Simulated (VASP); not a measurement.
BaS:

```
CELL_PARAMETERS angstrom
0.00000 3.19375 3.19375
3.19375 0.00000 3.19375
3.19375 3.19375 0.00000
ATOMIC_POSITIONS crystal
Ba 0.00000 0.00000 0.00000
S 0.50000 0.50000 0.50000
```

| Item | Value |
| --- | --- |
| Program | VASP 6.6.1 |
| Task | relaxation of cell and atoms |
| Functional | vdW-DF2 |
| Potentials or basis | VASP PAW PBE potentials, release 64 (Ba_sv, S) |
| Cutoff | 600 eV |
| k mesh | 7 × 7 × 7 |
| Occupations | fermi-dirac, width 0.05 eV |
| Spin | no spin polarisation |

At the start: pressure 3.8 GPa; volume 32.58 Å³/atom.

Task: How do energy, volume and symmetry change on relaxing?

Result: Over 3 steps the energy falls by 30.3 meV/atom and the volume is 35.29 Å³/atom (+8.3 %); space group Fm-3m (No. 225, to 0.05 Å).

Step by step:
| step | energy change (eV) | largest force (eV/Å) | pressure (GPa) | volume (Å³) |
| --- | --- | --- | --- | --- |
| 1 | 0.0000 | 0.0000 | 3.84 | 65.15 |
| 2 | -0.0524 | 0.0000 | -1.16 | 72.80 |
| 3 | -0.0606 | 0.0000 | 0.02 | 70.57 |

Final structure:
```
Ba S
1.0
     0.00000    3.27999    3.27999
     3.27999    0.00000    3.27999
     3.27999    3.27999    0.00000
Ba S
1 1
Direct
  0.00000 0.00000 0.00000
  0.50000 0.50000 0.50000
```

Caveat: the PAW data sets were made with another functional, which shifts forces and pressure a little.
